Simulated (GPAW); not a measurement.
AlRu:

```
Ru Al
1.0
     2.99160    0.00000    0.00000
     0.00000    2.99160    0.00000
     0.00000    0.00000    2.99160
Ru Al
1 1
Direct
  0.50000 0.50000 0.50000
  0.00000 0.00000 0.00000
```

Base run:

```yaml
Program: GPAW 26.7.0
Functional: PBE
Potentials_or_basis: GPAW PAW data sets (gpaw-data 1.2.1)
Cutoff: 600 eV
Basis: pw
k_mesh: 9 × 9 × 9
Occupations: fermi-dirac, width 0.05 eV
Spin: no spin polarisation
```

Its results: pressure 3.2 GPa.

**Question.** The run is repeated on the same cell with these changes: functional from PBE to r2SCAN; band points from 100 to 80. What comes out?

**Answer.** Pressure -0.6 GPa.

Caveats: the PAW data sets were made with another functional, which shifts forces and pressure a little (some runs).
